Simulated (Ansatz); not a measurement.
Two isomers of C4H6O2: A = `O=C1CCCO1`, B = `C=CCC(=O)O`.

Isolated molecules relaxed with PBE0-D4/def2-TZVP in Ansatz; ΔE leaves out vibrations. CCSD(T)/CBS is the MP2 limit (def2-TZVPP, def2-QZVPP) plus CCSD(T) − MP2 in def2-TZVPP, frozen cores. Functionals use def2-TZVPP. B3LYP here is the variant with VWN-RPA as its local correlation; programs differ in this. One conformer a species, not always the lowest.

Q: Which is lower in electronic energy at CCSD(T)/CBS, and by how much? (Best estimate.)

A: Ansatz gave: A, by 31.7 kJ/mol.

Q: Give E(B) − E(A) in kJ/mol with PBE0-D4, B3LYP, BLYP-D4, CCSD(T)/def2-SVP, CCSD/def2-TZVPP, CCSD(T)/def2-TZVPP, ωB97M-V. (Estimate.)

A: Ansatz gave: PBE0-D4 47.8, B3LYP 24.8, BLYP-D4 20.3, CCSD(T)/def2-SVP 33.1, CCSD/def2-TZVPP 34.2, CCSD(T)/def2-TZVPP 33.9, ωB97M-V 37.0. None reverses the order clearly.

Q: Does the order hold for the free energy at 298.15 K (harmonic terms from PBE0-D4)? (Estimate.)

A: Ansatz gave: Yes: G(B) − G(A) = +16.5 kJ/mol, for one conformer each. Modes under 60 cm⁻¹, often nearly free rotors, make the harmonic entropy too high.

Largest T1 diagnostic: 0.014.

Leaving LDA and LC-ωPBE aside and taking each functional with its dispersion term where it has one, the values, not all of them listed here, spread over 29.9 kJ/mol, from BLYP-D4 to PBE-QIDH. LDA lies +20.5 kJ/mol from PBE without D4. In def2-TZVPP, CCSD(T) changes the Hartree–Fock value by +8.6 kJ/mol (the triples alone add −0.3 kJ/mol) and MP2 by +13.2 kJ/mol.
